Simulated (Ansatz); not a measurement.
## AlRu (Pm-3m) under biaxial strain in the (111) plane

Aim: how do the optical modes of AlRu (Pm-3m) shift and split under this strain?

Calculated with Ansatz 0.2.0; DFT LDA, scalar-relativistic, plane waves, PAW; PAW set soft_1.

## (1) The structure

Symmetry: Pm-3m, No. 221, cubic system. The conventional cell has a = 2.992 Å, b = 2.992 Å, c = 2.992 Å, α = 90.00°, β = 90.00°, γ = 90.00°. Al has 8 Ru at 2.59 Å nearest. Nearest to Ru lie 8 Al at 2.59 Å. Farther neighbours are not listed.

## (2) A rough relaxation first

The start is far from rest, so a relaxation with loose tolerances brings it close first.

Contents of input.yaml:

```yaml
crystal:
  lattice:
    - [2.9916, 0.0, 0.0]
    - [0.0, 2.9916, 0.0]
    - [0.0, 0.0, 2.9916]
  atoms:
    - { symbol: Al, position: [0.0, 0.0, 0.0] }
    - { symbol: Ru, position: [0.5, 0.5, 0.5] }
kpoints:
  mp_grid: { grid: [6, 6, 6] }
hamiltonian:
  xc: lda
  pseudopotentials: { kind: paw, azcp: { folder: soft_1 }, xc_functional: pbe }
scf:
  occupations: { method: gaussian, width: 0.1 }
output:
  forces: true
  stress: true
  eigenvalues: true
relax:
  adjacent_minimum: "off"
  f_tol: 0.05
  max_steps: 80
  cell: { stress_tol: 0.5 }
```

Started as:

```bash
$ ansatz run input.yaml --threads 4 --pin off --max-ram 10240MiB --backend cpu --events-out ev --progress --plain --runs-dir out
```

Numbers of over 12 decimals in the logs are rounded to 6 here.

Output:

```text
The last accepted step is kept in <dir> (removed where the run ends without a failure and the disk answers)
Engine: ansatz 0.2.0, aarch64-unknown-linux-gnu
Pseudopotentials: kind: paw
Pseudopotential: Al, paw, valence charge 3, recommended cutoff 420 eV (normal), soft_1/Al.paw.azcp
Pseudopotential: Ru, paw, valence charge 16, recommended cutoff 420 eV (normal), soft_1/Ru.paw.azcp
Functional definition: SPW92
[...]
--- Relaxed structure (3 steps of the walk, 3 accepted, 1 SCFs on fresh bases) ---
  F+E_penalty+E_count = -6272.50711816 eV   max|allowed force component| = 2.095e-30 eV/Å   (the final SCF, on the basis selected at the relaxed cell)
  cell:  # Å, volume = 25.7839 Å³
    - [2.954265, 0, 0]
    - [0, 2.954265, 0]
    - [0, 0, 2.954265]
  atoms:
    - { symbol: Al, position: [0, 0, 0] }
    - { symbol: Ru, position: [0.5, 0.5, 0.5] }
[key lines of the parts left out:]
SCF converged after 7 iterations
Free energy (F): -6272.507118 eV
Fermi energy:    16.318206 eV
P = ⅓ Tr σ = -0.1820 GPa (-1.820 kbar)
```

It took 0.85 s on 4 threads of Arm Neoverse V2, shared host; peak memory 0.27 GiB.

Step by step:

```
step  energy less that of the first step (eV)  largest force component (eV/Å)  pressure (GPa)  volume (Å³)
   1                                   0.0000                          0.0000           -8.22        26.77
   2                                  -0.0257                          0.0000            2.54        25.49
   3                                  -0.0276                          0.0000           -0.16        25.78
  4*                                  -0.0268                          0.0000           -0.18        25.78
```

Relaxation steps marked * repeat the geometry before them on a plane-wave basis chosen anew for their cell, so energy and pressure can jump there.

The run keeps the 48 symmetry operations that it works with, so distortions that break them were not tested.

```
conventional cell, symmetrised  before  after  change
                         a (Å)   2.992  2.954  -1.2 %
                         b (Å)   2.992  2.954  -1.2 %
                         c (Å)   2.992  2.954  -1.2 %
              volume (Å³/atom)   13.39  12.89  -3.7 %
```

Final coordinates:

```
Al Ru
1.0
     2.95427    0.00000    0.00000
     0.00000    2.95427    0.00000
     0.00000    0.00000    2.95427
Al Ru
1 1
Direct
  0.00000 0.00000 0.00000
  0.50000 0.50000 0.50000
```

This step gave:

```yaml
pressure: -0.1820 GPa
volume_per_atom: 12.89 Å³
gap_on_the_k_mesh: 0 eV
```

In this step the volume went from 13.39 to 12.89 Å³/atom.

## (3) Bringing the structure to rest

Harmonic phonons are second derivatives at a point where the forces vanish, and they are wanted at zero stress, so atoms and cell are relaxed first.

input.yaml, the sections that differ from step 2:

```yaml
crystal:
  lattice:
    - [2.9542653596, 0.0, 0.0]
    - [0.0, 2.9542653596, 0.0]
    - [0.0, 0.0, 2.9542653596]
  atoms:
    - { symbol: Al, position: [0.0, 0.0, 0.0] }
    - { symbol: Ru, position: [0.5, 0.5, 0.5] }
kpoints:
  mp_grid: { grid: [14, 14, 14] }
output:
  forces: true
  stress: true
  eigenvalues: true
  write_density: true
  write_potential: true
  elf: true
  volumetric_format: npy
relax:
  adjacent_minimum: "off"
  f_tol: 0.005
  max_steps: 80
  cell: { stress_tol: 0.05 }
# hamiltonian, scf: as in step 2
```

Output:

```text
[...]
Crystal: 2 atoms, lattice volume = 25.784 Å³
Basis set: ecut = 420 eV, 485 PW (Γ)
Bands: 14, of which v1, the nominal top of the filled ones, is band 10 counted from 1 (9 counted from 0)
Symmetry: 48 space group operations
[...]
k-points: 120 of 2744
[...]
SCF iter   1: F=—  HF=-6273.557465 eV  |F-HF|=—  |Δ(HF+E_count)|=         —  Δρ=1.18e-1  dr2=4.20e0  ethr=3.10e-3  ⟨swp⟩=4.8  Hψ=8558  notcnv=0
[...]
SCF iter   6: F=-6272.498955 eV  HF=-6272.498955 eV  |F-HF|=1.81e-8  |Δ(HF+E_count)|=   2.69e-7  Δρ=8.73e-6  dr2=2.01e-8  ethr=5.26e-10  ⟨swp⟩=9.1  Hψ=11337  notcnv=0
SCF 1 converged in 6 iterations: F = -6272.498955 eV  dr2 = 2.01e-8
[...]
relax step   1: F+E_penalty+E_count = -6272.49895498 eV  Δ(F+E_penalty+E_count) = +0.000e0 eV  max|allowed force component| = 4.487e-30 eV/Å  Δτ_max = 0.0000 Å  P = -0.103 GPa  Ω = 25.784 Å³  (6 SCF iters, dr2 threshold 1.00e-7 eV, accepted)
Crystal: 2 atoms, lattice volume = 25.771 Å³
[...]
SCF iter   7: F=-6272.498971 eV  HF=-6272.498971 eV  |F-HF|=1.82e-12  |Δ(HF+E_count)|=    0.00e0  Δρ=6.09e-10  dr2=4.82e-17  ethr=1.00e-12  ⟨swp⟩=2.2  Hψ=4964  notcnv=0
SCF 2 converged in 7 iterations: F = -6272.498971 eV  dr2 = 4.82e-17
relax step   2: F+E_penalty+E_count = -6272.49897065 eV  Δ(F+E_penalty+E_count) = -1.567e-5 eV  max|allowed force component| = 7.626e-30 eV/Å  Δτ_max = 0.0000 Å  P = +0.017 GPa  Ω = 25.771 Å³  energy of the carried Pulay correction = +1.210e-5 eV  (7 SCF iters, accepted)
[...]
SCF iter   1: F=—  HF=-6272.498961 eV  |F-HF|=—  |Δ(HF+E_count)|=         —  Δρ=6.75e-7  dr2=2.75e-11  ethr=1.67e-8  ⟨swp⟩=3.1  Hψ=13616  notcnv=0
eigensolver tolerance schedule: the retry pair's looser diagonalisation over-reported the residual by 115398.58 of it (diagonalisation noise at 1.64 of the residual, at the tolerance the schedule requests for it); recorded, not acted on — ethr = c·dr2/N_el stays at c = 1.0e-1
SCF iter   2: F=—  HF=-6272.498963 eV  |F-HF|=—  |Δ(HF+E_count)|=   2.27e-6  Δρ=3.31e-7  dr2=8.92e-12  ethr=1.00e-12  ⟨swp⟩=3.1  Hψ=3419  notcnv=0
[...]
SCF iter   7: F=-6272.498963 eV  HF=-6272.498963 eV  |F-HF|=0.00e0  |Δ(HF+E_count)|=    0.00e0  Δρ=6.20e-10  dr2=1.45e-16  ethr=1.00e-12  ⟨swp⟩=1.1  Hψ=3892  notcnv=0
SCF 3 converged in 7 iterations: F = -6272.498963 eV  dr2 = 1.45e-16
relax step   3: F+E_penalty+E_count = -6272.49896311 eV  Δ(F+E_penalty+E_count) = +7.531e-6 eV  max|allowed force component| = 1.104e-29 eV/Å  Δτ_max = 0.0000 Å  P = +0.017 GPa  Ω = 25.771 Å³  stress off target by 1.66e-2 GPa  SCF on the basis re-selected at this cell (its energy is not comparable with the rows above)  (7 SCF iters)
[...]
SCF converged after 7 iterations
Free energy (F): -6272.498963 eV
[...]
Internal energy: -6272.489969 eV  (E = F + TS)
E sigma→0 (E₀):  -6272.494466 eV
Entropy (-TS):   -0.008994 eV (-4.497 meV/atom)
Fermi energy:    16.468605 eV
[...]
--- Stress (GPa, compression-positive) ---
        0.016582      -0.000000       0.000000
       -0.000000       0.016582      -0.000000
        0.000000      -0.000000       0.016582
  P = ⅓ Tr σ = 0.0166 GPa (0.166 kbar)
--- Band table (eV; the first three rows and the last of 120) ---
  k-point 0: bands = [... 6 lower, 12.6734, 16.6701, 16.6701, 16.6701, 22.6816, 22.6816, 22.6816, 27.6833]
  k-point 1: bands = [... 6 lower, 12.7128, 16.5389, 16.5389, 16.6833, 22.2002, 22.8865, 22.8865, 27.4404]
  k-point 2: bands = [... 6 lower, 12.8128, 16.2052, 16.2052, 16.7203, 21.1734, 23.4409, 23.4409, 26.8126]
  k-point 119: bands = [... 6 lower, 11.6392, 18.1827, 18.1827, 19.1925, 20.6782, 20.6782, 20.6782, 25.4060]
--- Relaxed structure (2 steps of the walk, 2 accepted, 1 SCFs on fresh bases) ---
[...]
cell:  # Å, volume = 25.7706 Å³
    - [2.953757, 0.0, 0]
    - [0.0, 2.953757, 0]
    - [0, 0, 2.953757]
  atoms:
    - { symbol: Al, position: [0, 0, 0] }
    - { symbol: Ru, position: [0.500000, 0.500000, 0.500000] }
```

Run time: 1.9 s. Hardware: 4 threads; peak memory 0.34 GiB; 6.3 s of CPU time.

Little changed from the start: no atom moved by 0.005 Å and no cell edge by 0.1 %.

Numbers from this step:

```yaml
pressure: 0.01658 GPa
```

Valence density in the ac plane at fractional y = 0.000, with atoms of Al within 0.2 Å of it. It is the smooth field of the valence electrons, not physical close to the nuclei.

Ten even steps from '0' (0.05 e/Å³) to '9' (0.30 e/Å³):
```
001467766776410
113577777777531
345788777788754
667888888888876
777888999988877
777789999998777
667789999998776
667789999998776
777789999998777
777888999988877
667888888888876
345788777788754
113577777777531
001467766776410
001367766776310
```
Columns run along a (3.0 Å), rows up along c (3.0 Å). Atoms in or near the plane, at fractional coordinates: Al at (0.00, 0.00).

Electrostatic potential energy in the ac plane at fractional y = 0.000, with atoms of Al within 0.2 Å of it. With pseudopotentials it is smooth inside the atoms' cores, unlike the true potential.

Ten even steps from '_' (-1 eV) to '@' (28 eV):
```
@@@@==____--++****++--____==@@
++==..__..==++****++==..__..==
..______--++********++--______
____..--==++********++==--..__
----==++++************++++==--
++++++********************++++
******************************
******************************
++++++********************++++
----==++++************++++==--
____..--==++********++==--..__
..______--++********++--______
++==..__..==++****++==..__..==
@@@@==____--++****++--____==@@
@@@@++..__--++****++--__..++@@
```
Columns run along a (3.0 Å; values clipped at the 3rd and 97th percentile), rows up along c (3.0 Å). Atoms in or near the plane, at fractional coordinates: Al at (0.00, 0.00).

ELF in the ac plane at fractional y = 0.000, with atoms of Al within 0.2 Å of it. It is the smooth field of the valence electrons, not physical close to the nuclei.

Ten even steps from '0' (0.00) to '9' (0.61):
```
200157766775100
001367766776310
113687766778631
456887666678865
677777666677777
777766655666777
666666555566666
666666555566666
777766655666777
677777666677777
456887666678865
113687766778631
001367766776310
200157766775100
920146766764102
```
Columns run along a (3.0 Å), rows up along c (3.0 Å). Atoms in or near the plane, at fractional coordinates: Al at (0.00, 0.00).

In this step the volume went from 12.89 to 12.89 Å³/atom.

## (4) Tight relaxation

Phonons need small forces and stress, so the relaxation is finished with tight tolerances on 16×16×16 k points.

Contents of input.yaml:

```yaml
crystal:
  lattice:
    - [2.9537570675, 0.0, 0.0]
    - [0.0, 2.9537570675, 0.0]
    - [0.0, 0.0, 2.9537570675]
  atoms:
    - { symbol: Al, position: [0.0, 0.0, 0.0] }
    - { symbol: Ru, position: [0.5, 0.5, 0.5] }
kpoints:
  mp_grid: { grid: [16, 16, 16] }
hamiltonian:
  xc: lda
  pseudopotentials: { kind: paw, azcp: { folder: soft_1 }, xc_functional: pbe }
scf:
  occupations: { method: methfessel_paxton, width: 0.2 }
output:
  forces: true
  stress: true
  eigenvalues: true
relax:
  adjacent_minimum: "off"
  f_tol: 0.001
  max_steps: 60
  cell: { stress_tol: 0.01 }
```

Output:

```text
[...]
Crystal: 2 atoms, lattice volume = 25.771 Å³
Basis set: ecut = 420 eV, 485 PW (Γ)
Bands: 14, of which v1, the nominal top of the filled ones, is band 10 counted from 1 (9 counted from 0)
Symmetry: 48 space group operations
[...]
k-points: 165 of 4096
[...]
k-point 164: bands = [... 6 lower, 11.6418, 18.1819, 18.1819, 19.1984, 20.6801, 20.6801, 20.6801, 25.4114]
--- Relaxed structure (2 steps of the walk, 2 accepted, 1 SCFs on fresh bases) ---
[...]
cell:  # Å, volume = 25.7675 Å³
    - [2.953638, 0, 0.0]
    - [0, 2.953638, 0.0]
    - [0.0, 0.0, 2.953638]
  atoms:
    - { symbol: Al, position: [0.0, 0, 0] }
    - { symbol: Ru, position: [0.5, 0.5, 0.5] }
[key lines of the parts left out:]
SCF converged after 5 iterations
Free energy (F): -6272.498310 eV
Fermi energy:    16.489459 eV
P = ⅓ Tr σ = 0.0037 GPa (0.037 kbar)
```

Run time: 2.1 s. Hardware: 4 threads; peak memory 0.36 GiB.

Little changed from the start: no atom moved by 0.005 Å and no cell edge by 0.1 %.

Numbers from this step:

```yaml
pressure: 0.003690 GPa
volume_per_atom: 12.88 Å³
```

The forces vanish by symmetry and the pressure is 0.004 GPa, within the tolerances set. The cell now holds 12.88 Å³/atom.

## (5) Modes at rest

Phonons follow from the second derivative of the energy, found here by linear response.

The modes at rest are the reference of the series.

input.yaml, the sections that differ from step 4:

```yaml
crystal:
  lattice:
    - [2.9536383619, 0.0, 0.0]
    - [0.0, 2.9536383619, 0.0]
    - [0.0, 0.0, 2.9536383619]
  atoms:
    - { symbol: Al, position: [0.0, 0.0, 0.0] }
    - { symbol: Ru, position: [0.5, 0.5, 0.5] }
output:
  eigenvalues: true
phonons:
  method: dfpt
# kpoints, hamiltonian, scf: as in step 4
# relax: removed
```

Output:

```text
[...]
Crystal: 2 atoms, lattice volume = 25.767 Å³
Basis set: ecut = 420 eV, 485 PW (Γ), exchange–correlation on 40×40×40 points (8 copies of the dense FFT grid, shifted against one another)
Bands: 14, of which v1, the nominal top of the filled ones, is band 10 counted from 1 (9 counted from 0)
Symmetry: 48 space group operations
k-points: 405 of 4096 (irreducible under 8 space group operations, time reversal used)
[...]
SCF iter   1: F=—  HF=-6273.554715 eV  |F-HF|=—  |Δ(HF+E_count)|=         —  Δρ=1.17e-1  dr2=4.14e0  ethr=3.10e-3  ⟨swp⟩=4.8  Hψ=27769  notcnv=0
[...]
SCF iter   8: F=-6272.498311 eV  HF=-6272.498311 eV  |F-HF|=1.82e-12  |Δ(HF+E_count)|=  1.46e-11  S|Δr|=    0.00e0  Δρ=9.00e-8  dr2=8.81e-13  ethr=1.00e-12  ⟨swp⟩=5.5  Hψ=22174  notcnv=0
SCF 1 converged in 8 iterations: F = -6272.498311 eV  dr2 = 8.81e-13
[...]
DFPT response loops at Γ: preconditioner auto → Kerker (q_TF=auto, 2.593 Å⁻¹) (partly filled bands, converged f_vac=0.000); β = 1.00, the filter's whole step (`scf.mixing.beta` (0.50) is not read by the response loops under this deck's `scf.mixing.preconditioner`; to damp them name `kerker` or `kerker_dos`, under which they read `scf.mixing.beta`, and type it under 1.00, their step now; both keys bind the ground state too); Broyden in place of MSR1
SCF converged after 8 iterations
[...]
Free energy (F): -6272.498311 eV
[...]
Internal energy: -6272.496979 eV  (E = F + TS)
E sigma→0 (E₀):  -6272.497978 eV
Entropy (-TS):   -0.001332 eV (-0.666 meV/atom)
Fermi energy:    16.489459 eV
[...]
--- Band table (eV; the first three rows and the last of 405) ---
  k-point 0: bands = [... 6 lower, 12.6721, 16.6737, 16.6737, 16.6737, 22.6860, 22.6860, 22.6860, 27.6867]
  k-point 1: bands = [... 6 lower, 12.7028, 16.5721, 16.5721, 16.6838, 22.3083, 22.8439, 22.8439, 27.4989]
  k-point 2: bands = [... 6 lower, 12.7799, 16.3046, 16.3046, 16.7127, 21.4511, 23.2805, 23.2805, 26.9979]
  k-point 404: bands = [... 6 lower, 11.6418, 18.1819, 18.1819, 19.1984, 20.6801, 20.6801, 20.6801, 25.4114]
--- Phonons (Γ-DFPT): 2 representative perturbations + reference, on 405 of 4096 k-points (Σ response iterations 6) ---
  k mesh reduced under 8 symmetry operations, with k and −k counted as one. Each operation leaves every solved perturbation unchanged. A smaller set is not used because it would not reduce the number of displacements times k-points to solve
  ASR residual: 7.598e-5 → 0.000e0 eV/Å²; symmetrization residual: 2.121e-6 eV/Å²
  ASR residual per site (eV/Å²): 8.81e-6 7.60e-5
  Γ frequencies (cm⁻¹): 0.00 0.00 0.00 325.35 325.35 325.35
  non-analytic LO–TO correction: not included (Born effective charges unavailable; polar crystals: no LO–TO splitting at Γ)
```

The job ended after 6.9 s (4 threads; peak memory 0.65 GiB; 25 s of CPU time).

Numbers from this step:

- sum-rule residual before enforcement: 7.60e-5 eV/Å²
- point group: m-3m
- highest optical mode at the zone centre (no LO-TO term): 325.4 cm⁻¹
- lowest optical zone-centre mode: 325.4 cm⁻¹

Patterns of degenerate modes are one choice out of their space. The modes at Γ (shares of kinetic energy by element, %):

```
mode  frequency (cm⁻¹)  symmetry  Al %  Ru %
   1               0.0  acoustic    21    79
   2               0.0  acoustic    21    79
   3               0.0  acoustic    21    79
   4             325.4       T1u    79    21
   5             325.4       T1u    79    21
   6             325.4       T1u    79    21
```

Displacements in mode 6 (325.4 cm⁻¹), the largest set to 1:
```
Al1  0.00  0.00  1.00
Ru2  0.00  0.00 -0.27
```

Before it was imposed, the acoustic sum rule was missed by 7.6e-5 eV/Å². Small misses are needed for a sound result but don't prove that mesh and cutoff are converged. The lowest optical mode is real, 325 cm⁻¹.

## (6) A member of the series: biaxial strain of +4 % in the (111) plane

The cell takes a biaxial strain of +4 % in the (111) plane. The strained lengths are held, while the rest of the cell and the atoms relax.

input.yaml, the sections that differ from step 5:

```yaml
crystal:
  lattice:
    - [3.0155495709, -0.0562343255, -0.0562343255]
    - [-0.0562343255, 3.0155495709, -0.0562343255]
    - [-0.0562343255, -0.0562343255, 3.0155495709]
  atoms:
    - { symbol: Al, position: [0.0, 0.0, 0.0] }
    - { symbol: Ru, position: [0.5, 0.5, 0.5] }
  conventional_axes: [[1, -1, 0], [0, 1, -1], [1, 1, 1]]
output:
  forces: true
  stress: true
  eigenvalues: true
relax:
  adjacent_minimum: "off"
  f_tol: 0.001
  max_steps: 60
  cell: { stress_tol: 0.01, fix: [a, b, gamma] }
# kpoints, hamiltonian, scf: as in step 5
# phonons: removed
```

Output:

```text
[...]
Crystal: 2 atoms, lattice volume = 27.393 Å³
Basis set: ecut = 420 eV, 521 PW (Γ)
Bands: 14, of which v1, the nominal top of the filled ones, is band 10 counted from 1 (9 counted from 0)
Symmetry: 12 space group operations
[...]
k-points: 417 of 4096
[...]
k-point 416: bands = [... 6 lower, 10.9774, 16.9050, 16.9050, 17.6151, 19.1350, 19.1350, 20.2727, 23.5447]
--- Relaxed structure (3 steps of the walk, 3 accepted, 1 SCFs on fresh bases) ---
[...]
cell:  # Å, volume = 27.2649 Å³
    - [3.011024, -0.060760, -0.060760]
    - [-0.060760, 3.011024, -0.060760]
    - [-0.060760, -0.060760, 3.011024]
  atoms:
    - { symbol: Al, position: [0, 0, 0] }
    - { symbol: Ru, position: [0.500000, 0.500000, 0.5] }
[key lines of the parts left out:]
SCF converged after 4 iterations
Free energy (F): -6272.387857 eV
Fermi energy:    15.378103 eV
P = ⅓ Tr σ = -10.7971 GPa (-107.971 kbar)
```

The job ended after 7.3 s (4 threads; peak memory 0.45 GiB; 27 s of CPU time).

Relaxation path:

```
step  energy less that of the first step (eV)  largest force component (eV/Å)  pressure (GPa)  volume (Å³)
   1                                   0.0000                          0.0000          -11.75        27.39
   2                                  -0.0009                          0.0000          -10.89        27.28
   3                                  -0.0009                          0.0000          -10.80        27.26
  4*                                  -0.0008                          0.0000          -10.80        27.26
```

Relaxation steps marked * repeat the geometry before them on a plane-wave basis chosen anew for their cell, so energy and pressure can jump there.

The run keeps the 12 symmetry operations that it works with, so distortions that break them were not tested.

```
conventional cell, symmetrised  before  after  change
                         a (Å)   4.344  4.344  +0.0 %
                         b (Å)   4.344  4.344  +0.0 %
                         c (Å)   5.028  5.005  -0.5 %
              volume (Å³/atom)   13.70  13.63  -0.5 %
```

Final coordinates:

```cif
data_structure
_symmetry_space_group_name_H-M 'P 1'
_symmetry_Int_Tables_number 1
_cell_length_a 3.0122
_cell_length_b 3.0122
_cell_length_c 3.0122
_cell_angle_alpha 92.288
_cell_angle_beta 92.288
_cell_angle_gamma 92.288
_cell_volume 27.26
loop_
_atom_site_label
_atom_site_type_symbol
_atom_site_fract_x
_atom_site_fract_y
_atom_site_fract_z
_atom_site_occupancy
Al1 Al 0.00000 0.00000 0.00000 1
Ru2 Ru 0.50000 0.50000 0.50000 1
```

This step gave:

```yaml
pressure: -10.80 GPa
volume_per_atom: 13.63 Å³
```

The forces vanish by symmetry.

The cell shrank by 0.5 % in volume.

[end of part 1 of 2]

[Logs are printed without paths, hosts, clocks, repeated set-up lines and the standing remarks that a program may print on its own settings, such as how far it seeks lower states.]

[Hosts, paths, dates, database ids (printed as entryN), source tags and the programs' standing remarks are cut or masked in the printed files.]
